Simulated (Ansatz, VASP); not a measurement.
Two plane-wave programs on TaN

```xyz
2
Lattice="2.9183 0.0000 0.0000 -1.4591 2.5273 0.0000 0.0000 0.0000 2.8637" Properties=species:S:1:pos:R:3 pbc="T T T"
Ta    0.0000    0.0000    1.4318
N     1.4591    0.8424    0.0000
```

Alike in both runs: task single point; functional r2SCAN; k mesh 10 × 10 × 9; occupations fermi-dirac, width 0.05 eV; no spin polarisation.

|  | VASP | Ansatz |
| --- | --- | --- |
| version | VASP 6.6.1 | Ansatz 0.2.0 |
| potentials or method | VASP PAW PBE potentials, release 64 (Ta_pv, N) | Ansatz PAW |
| plane-wave cutoff (eV) | 520 | 500 |
| valence electrons in the cell | 16 | 18 |

Ansatz gave:

```
gap on the k mesh at the Fermi level (eV)       : none
pressure (GPa)                                  : 7.3
largest component of the traceless stress (GPa) : 1.02
```

Estimate VASP's values.

gap on the k mesh at the Fermi level (eV): none; pressure (GPa): 9.1; largest component of the traceless stress (GPa): 1.19.

A gap of «none» marks a metal or a gap that the smearing closes. The two sets of potentials don't hold the same shells in valence.

Caveats: the PAW data sets were made with another functional, which shifts forces and pressure a little (VASP); the PAW data sets come from PBE, with cores solved anew for the run's functional, which leaves a small shift of forces and pressure (Ansatz). Spin-orbit coupling is left out, which matters for the levels of Ta.
